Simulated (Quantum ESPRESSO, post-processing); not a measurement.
# 2H-MoTe2, 1 layer: a series in biaxial strain, part 2 of 2

What law, if any, do the results for 2H-MoTe2, 1 layer follow against biaxial strain?

Quantum ESPRESSO 7.5; plane-wave DFT, PBE, GBRV ultrasoft pseudopotentials.

So far. Step 8 (Bands along a path, -4 %): Along this path the valence top lies at K and the conduction bottom between K and Γ. Step 9 (Relaxation with pw.x, -3 %): The relaxation lowers the energy by 8 meV an atom.

## 12. Relaxation with pw.x, 3 %

Level of this step: plane-wave DFT, PBE, GBRV ultrasoft pseudopotentials (Quantum ESPRESSO 7.5).

Input file m7.relax.in:

```
&control
  prefix = 'm7.relax'
  outdir = './out'
  pseudo_dir = './pseudo'
  nstep = 40
  forc_conv_thr = 0.0003
  calculation = 'relax'
  tstress = .true.
/
&system
  ibrav = 0
  nat = 3
  ntyp = 2
  ecutwfc = 50
  ecutrho = 250
  occupations = 'smearing'
  smearing = 'fd'
  degauss = 0.002
/
&electrons
  conv_thr = 1e-09
  mixing_beta = 0.4
  electron_maxstep = 120
  mixing_mode = 'plain'
/
&ions
/
ATOMIC_SPECIES
  Te  127.6000  te_pbe_v1.uspp.F.UPF
  Mo  95.9500  mo_pbe_v1.uspp.F.UPF
CELL_PARAMETERS angstrom
  3.67340590809000 0.00000000000000 0.00000000000000
  -1.83670295353000 3.18126283482000 0.00000000000000
  0.00000000000000 0.00000000000000 18.77410263100000
ATOMIC_POSITIONS crystal
  Te  0.333333333300 0.666666666700 0.403499750100
  Mo  0.000000000000 0.000000000000 0.500000000000
  Te  0.333333333300 0.666666666700 0.596500249900
K_POINTS automatic
  12 12 1 0 0 0
```

Command:

```console
$ OMP_NUM_THREADS=1 mpirun -n 4 pw.x -nk 4 -in m7.relax.in > m7.relax.out
```

The job ended after 77 s (4 MPI ranks of Arm Neoverse V1, shared host; peak memory 0.69 GiB).

The steps of the relaxation:

| step | energy less that of the first step (eV) | largest force (eV/Å) |
| --- | --- | --- |
| 1 | 0.0000 | 0.4812 |
| 2 | -0.0084 | 0.3625 |
| 3 | -0.0148 | 0.2277 |
| 4 | -0.0188 | 0.0179 |
| 5 | -0.0189 | 0.0005 |

The atoms that moved most (Å):

| atom | dx | dy | dz | length |
| --- | --- | --- | --- | --- |
| Te1 | 0.000 | 0.000 | 0.039 | 0.039 |
| Te3 | 0.000 | 0.000 | -0.039 | 0.039 |

Final coordinates:

```
CELL_PARAMETERS angstrom
3.67341 0.00000 0.00000
-1.83670 3.18126 0.00000
0.00000 0.00000 18.77410
ATOMIC_POSITIONS crystal
Te 0.33333 0.66667 0.40555
Mo 0.00000 0.00000 0.50000
Te 0.33333 0.66667 0.59445
```

The relaxation lowers the energy by 6 meV an atom.

This step gave:

```
free energy  : -2617.5316 eV
Fermi energy : 0.5121 eV
```

## 13. Ground state, 3 %

Input file m7.scf.in:

```
&control
  prefix = 'm7.scf'
  outdir = './out'
  pseudo_dir = './pseudo'
  calculation = 'scf'
  tprnfor = .true.
/
&system
  ibrav = 0
  nat = 3
  ntyp = 2
  ecutwfc = 40
  ecutrho = 200
  occupations = 'smearing'
  smearing = 'fd'
  degauss = 0.002
  nbnd = 17
/
&electrons
  conv_thr = 1e-09
  mixing_beta = 0.4
  electron_maxstep = 120
  mixing_mode = 'plain'
/
ATOMIC_SPECIES
  Te  127.6000  te_pbe_v1.uspp.F.UPF
  Mo  95.9500  mo_pbe_v1.uspp.F.UPF
CELL_PARAMETERS angstrom
  3.67340590809000 0.00000000000000 0.00000000000000
  -1.83670295353000 3.18126283482000 0.00000000000000
  0.00000000000000 0.00000000000000 18.77410263100000
ATOMIC_POSITIONS crystal
  Te  0.333333333300 0.666666666700 0.405552369900
  Mo  0.000000000000 0.000000000000 0.500000000000
  Te  0.333333333300 0.666666666700 0.594447630100
K_POINTS automatic
  12 12 1 0 0 0
```

Command:

```console
$ OMP_NUM_THREADS=1 mpirun -n 4 pw.x -nk 4 -in m7.scf.in > m7.scf.out
```

Run time: 15 s. Hardware: 4 MPI ranks; peak memory 0.45 GiB.

Numbers from this step:

| Item | Value |
| --- | --- |
| free energy | -2617.5188 eV |
| Fermi energy | 0.513 eV |
| valence top, on the run's zero | 0.09147 eV |
| conduction bottom, on the run's zero | 0.9334 eV |
| gap by band count | 0.8419 eV |

## 14. SCF with pw.x, 3 %

Level of this step: plane-wave DFT, PBE, PseudoDojo fully relativistic norm-conserving pseudopotentials (Quantum ESPRESSO 7.5).

m7.soc.in is the input of step 13 with these lines changed:

```diff
@@ -1,3 +1,3 @@
 &control
-  prefix = 'm7.scf'
+  prefix = 'm7.soc'
   outdir = './out'
@@ -11,4 +11,4 @@
   ntyp = 2
-  ecutwfc = 40
-  ecutrho = 200
+  ecutwfc = 72
+  ecutrho = 288
   occupations = 'smearing'
@@ -16,6 +16,8 @@
   degauss = 0.002
-  nbnd = 17
+  noncolin = .true.
+  lspinorb = .true.
+  nbnd = 52
 /
 &electrons
-  conv_thr = 1e-09
+  conv_thr = 1e-07
   mixing_beta = 0.4
@@ -25,4 +27,4 @@
 ATOMIC_SPECIES
-  Te  127.6000  te_pbe_v1.uspp.F.UPF
-  Mo  95.9500  mo_pbe_v1.uspp.F.UPF
+  Te  127.6000  Te.dojo-fr-pbe-0.4-standard.upf
+  Mo  95.9500  Mo.dojo-fr-pbe-0.4-standard.upf
 CELL_PARAMETERS angstrom
@@ -36,2 +38,2 @@
 K_POINTS automatic
-  12 12 1 0 0 0
+  6 6 1 0 0 0
```

Command:

```console
$ OMP_NUM_THREADS=1 mpirun -n 4 pw.x -nk 2 -in m7.soc.in > m7.soc.out
```

Run time: 65 s. Hardware: 4 MPI ranks; peak memory 0.97 GiB; 4.3 min of CPU time.

This step gave:

- free energy: -7616.9830 eV
- Fermi energy: 1.468 eV
- valence top, on the run's zero: 1.114 eV
- conduction bottom, on the run's zero: 1.830 eV
- gap by band count: 0.7158 eV

## 15. Relaxation with pw.x, 4 %

Level of this step: plane-wave DFT, PBE, GBRV ultrasoft pseudopotentials (Quantum ESPRESSO 7.5).

Input file m8.relax.in:

```
&control
  prefix = 'm8.relax'
  outdir = './out'
  pseudo_dir = './pseudo'
  nstep = 40
  forc_conv_thr = 0.0003
  calculation = 'relax'
  tstress = .true.
/
&system
  ibrav = 0
  nat = 3
  ntyp = 2
  ecutwfc = 50
  ecutrho = 250
  occupations = 'smearing'
  smearing = 'fd'
  degauss = 0.002
/
&electrons
  conv_thr = 1e-09
  mixing_beta = 0.4
  electron_maxstep = 120
  mixing_mode = 'plain'
/
&ions
/
ATOMIC_SPECIES
  Te  127.6000  te_pbe_v1.uspp.F.UPF
  Mo  95.9500  mo_pbe_v1.uspp.F.UPF
CELL_PARAMETERS angstrom
  3.70907004312000 0.00000000000000 0.00000000000000
  -1.85453502104000 3.21214888176000 0.00000000000000
  0.00000000000000 0.00000000000000 18.77410263100000
ATOMIC_POSITIONS crystal
  Te  0.333333333300 0.666666666700 0.403499750100
  Mo  0.000000000000 0.000000000000 0.500000000000
  Te  0.333333333300 0.666666666700 0.596500249900
K_POINTS automatic
  12 12 1 0 0 0
```

Command:

```console
$ OMP_NUM_THREADS=1 mpirun -n 4 pw.x -nk 4 -in m8.relax.in > m8.relax.out
```

Run time: 78 s. Hardware: 4 MPI ranks; peak memory 0.69 GiB; 5.2 min of CPU time.

Relaxation path:

| step | energy less that of the first step (eV) | largest force (eV/Å) |
| --- | --- | --- |
| 1 | 0.0000 | 0.6179 |
| 2 | -0.0138 | 0.4702 |
| 3 | -0.0247 | 0.3015 |
| 4 | -0.0318 | 0.0357 |
| 5 | -0.0319 | 0.0012 |

The atoms that moved most (Å):

| atom | dx | dy | dz | length |
| --- | --- | --- | --- | --- |
| Te3 | 0.000 | 0.000 | -0.051 | 0.051 |
| Te1 | 0.000 | 0.000 | 0.051 | 0.051 |

Final coordinates:

```xyz
3
Lattice="3.7091 0.0000 0.0000 -1.8545 3.2121 0.0000 0.0000 0.0000 18.7741" Properties=species:S:1:pos:R:3
Te    0.0000    2.1414    7.6259
Mo    0.0000    0.0000    9.3871
Te    0.0000    2.1414   11.1483
```

The relaxation lowers the energy by 11 meV an atom.

Read from the output:

| Item | Value |
| --- | --- |
| free energy | -2617.4873 eV |
| Fermi energy | 0.3456 eV |

## 16. Self-consistent run, 4 %

Input file m8.scf.in:

```
&control
  prefix = 'm8.scf'
  outdir = './out'
  pseudo_dir = './pseudo'
  calculation = 'scf'
  tprnfor = .true.
/
&system
  ibrav = 0
  nat = 3
  ntyp = 2
  ecutwfc = 40
  ecutrho = 200
  occupations = 'smearing'
  smearing = 'fd'
  degauss = 0.002
  nbnd = 17
/
&electrons
  conv_thr = 1e-09
  mixing_beta = 0.4
  electron_maxstep = 120
  mixing_mode = 'plain'
/
ATOMIC_SPECIES
  Te  127.6000  te_pbe_v1.uspp.F.UPF
  Mo  95.9500  mo_pbe_v1.uspp.F.UPF
CELL_PARAMETERS angstrom
  3.70907004312000 0.00000000000000 0.00000000000000
  -1.85453502104000 3.21214888176000 0.00000000000000
  0.00000000000000 0.00000000000000 18.77410263100000
ATOMIC_POSITIONS crystal
  Te  0.333333333300 0.666666666700 0.406189877900
  Mo  0.000000000000 0.000000000000 0.500000000000
  Te  0.333333333300 0.666666666700 0.593810122100
K_POINTS automatic
  12 12 1 0 0 0
```

Command:

```console
$ OMP_NUM_THREADS=1 mpirun -n 4 pw.x -nk 4 -in m8.scf.in > m8.scf.out
```

Wall time 20 s (4 MPI ranks); peak memory 0.46 GiB; 79 s of CPU time.

Numbers from this step:

```
free energy                          : -2617.4746 eV
Fermi energy                         : 0.3465 eV
valence top, on the run's zero       : -0.04914 eV
conduction bottom, on the run's zero : 0.7349 eV
gap by band count                    : 0.7840 eV
```

## 17. Self-consistent run, 4 %

Level of this step: plane-wave DFT, PBE, PseudoDojo fully relativistic norm-conserving pseudopotentials (Quantum ESPRESSO 7.5).

m8.soc.in is the input of step 16 with these lines changed:

```diff
@@ -1,3 +1,3 @@
 &control
-  prefix = 'm8.scf'
+  prefix = 'm8.soc'
   outdir = './out'
@@ -11,4 +11,4 @@
   ntyp = 2
-  ecutwfc = 40
-  ecutrho = 200
+  ecutwfc = 72
+  ecutrho = 288
   occupations = 'smearing'
@@ -16,6 +16,8 @@
   degauss = 0.002
-  nbnd = 17
+  noncolin = .true.
+  lspinorb = .true.
+  nbnd = 52
 /
 &electrons
-  conv_thr = 1e-09
+  conv_thr = 1e-07
   mixing_beta = 0.4
@@ -25,4 +27,4 @@
 ATOMIC_SPECIES
-  Te  127.6000  te_pbe_v1.uspp.F.UPF
-  Mo  95.9500  mo_pbe_v1.uspp.F.UPF
+  Te  127.6000  Te.dojo-fr-pbe-0.4-standard.upf
+  Mo  95.9500  Mo.dojo-fr-pbe-0.4-standard.upf
 CELL_PARAMETERS angstrom
@@ -36,2 +38,2 @@
 K_POINTS automatic
-  12 12 1 0 0 0
+  6 6 1 0 0 0
```

Command:

```console
$ OMP_NUM_THREADS=1 mpirun -n 4 pw.x -nk 2 -in m8.soc.in > m8.soc.out
```

Wall time 64 s (4 MPI ranks); peak memory 0.98 GiB.

Read from the output:

* free energy: -7616.9382 eV
* Fermi energy: 1.284 eV
* valence top, on the run's zero: 0.9584 eV
* conduction bottom, on the run's zero: 1.618 eV
* gap by band count: 0.6598 eV

## 18. The series side by side

The series in one table, energies over the lowest:

| biaxial strain | energy (eV) | gap along the path (eV) | upper vacuum level over the valence top of the mesh (eV) | lower vacuum level over that top (eV) | gap with spin-orbit coupling (eV) |
| --- | --- | --- | --- | --- | --- |
| -4 % | 0.1220 | 1.026 | 4.672 | 4.672 | 0.9446 |
| -3 % | 0.0672 | 1.076 | 4.712 | 4.712 | 0.9941 |
| -2 % | 0.0294 | 1.124 | 4.752 | 4.752 | 1.042 |
| -1 % | 0.0073 | 1.136 | 4.796 | 4.796 | 1.004 |
| 0 % | 0.0000 | 1.054 | 4.842 | 4.842 | 0.9231 |
| 1 % | 0.0066 | 0.9769 | 4.891 | 4.891 | 0.847 |
| 2 % | 0.0264 | 0.9063 | 4.942 | 4.942 | 0.7782 |
| 3 % | 0.0587 | 0.8419 | 4.994 | 4.994 | 0.716 |
| 4 % | 0.1030 | 0.784 | 5.047 | 5.047 | 0.6597 |

## 19. The arithmetic

A parabola through the energies within ±2 % has E = 69.70 eV × ε² -0.067 eV × ε; for the curvature, over A = 11.015 Å² this is 69.70 × 1/11.015 × 16.02 = 101 N/m.

## 20. Summary of results

```
C11 + C12                                                               : 101 N/m
gap along the path, at -4 % and at 4 %                                  : 1.03, 0.78 eV
upper vacuum level over the valence top of the mesh, at -4 % and at 4 % : 4.67, 5.05 eV
lower vacuum level over that top, at -4 % and at 4 %                    : 4.67, 5.05 eV
gap with spin-orbit coupling, at -4 % and at 4 %                        : 0.94, 0.66 eV
```

**Reading.** The series holds 9 members; C11 + C12: 101 N/m (PBE, GBRV ultrasoft). The energy is lowest near zero strain. From -4 % to 4 % the gap along the path goes from 1.03 to 0.78 eV by way of 1.14 at -1 %. From -4 % to 4 % the upper vacuum level over the valence top of the mesh rises from 4.67 to 5.05 eV. From -4 % to 4 % the lower vacuum level over that top rises from 4.67 to 5.05 eV. From -4 % to 4 % the gap with spin-orbit coupling goes from 0.94 to 0.66 eV by way of 1.04 at -2 %. Semilocal gaps are too small; the 1×1 cell can't ripple over many cells under compression as a free sheet would.

[Logs are printed without paths, hosts, clocks, repeated set-up lines and the standing remarks that a program may print on its own settings, such as how far it seeks lower states.]

[Hosts, paths, dates, database ids (printed as entryN), source tags and the programs' standing remarks are cut or masked in the printed files.]

[Maps of the electrostatic potential energy from Ansatz leave out the sawtooth potential of an applied field or a dipole correction, so their vacuum need not be flat; planar profiles and work functions include it.]
